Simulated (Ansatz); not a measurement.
# SnTe, one cell by several methods

```
Sn Te
1.0
     0.00000    3.15650    3.15650
     3.15650    0.00000    3.15650
     3.15650    3.15650    0.00000
Sn Te
1 1
Direct
  0.00000 0.00000 0.00000
  0.50000 0.50000 0.50000
```

Atoms are numbered in the order listed.

The cell is COD entry 9008726, as deposited and not checked against the literature; nothing was relaxed.

No spin–orbit coupling, which matters for the heavy atoms here.

Methods: DFT, PBE, PAW with Ansatz's default frozen-core files, scalar-relativistic (Ansatz 0.2.0); DFT, PBE, all-electron LAPW, scalar-relativistic (Ansatz 0.2.0).

For PAW: a Γ-centred 11×11×11 k mesh, Fermi–Dirac smearing of 0.08 eV, cutoff 420 eV, no spin polarisation. LAPW targets a basis error of 0.25 meV/atom. The Ansatz runs share mesh, smearing and spin set-up. Plane-wave (PAW) pressures include the program's estimate of the Pulay term.

Stress and pressure are positive in compression.

Levels count from the top of the valence band.

PAW results:

| quantity | PAW |
| --- | --- |
| pressure (GPa) | 2.03 |
| band gap (eV) | 0.078 |
| highest filled level at X (eV) | -3.736 |
| lowest empty level at X (eV) | 2.186 |
| highest filled level at U (eV) | -2.716 |
| lowest empty level at U (eV) | 2.998 |
| highest filled level at Γ (eV) | -2.148 |
| lowest empty level at Γ (eV) | 3.323 |

Q: What does full-potential LAPW give for the same quantities?

A: 
```
                      quantity    LAPW
                pressure (GPa)    2.03
                 band gap (eV)   0.078
highest filled level at X (eV)  -3.735
  lowest empty level at X (eV)   2.185
highest filled level at U (eV)  -2.716
  lowest empty level at U (eV)   2.999
highest filled level at Γ (eV)  -2.148
  lowest empty level at Γ (eV)   3.323
```
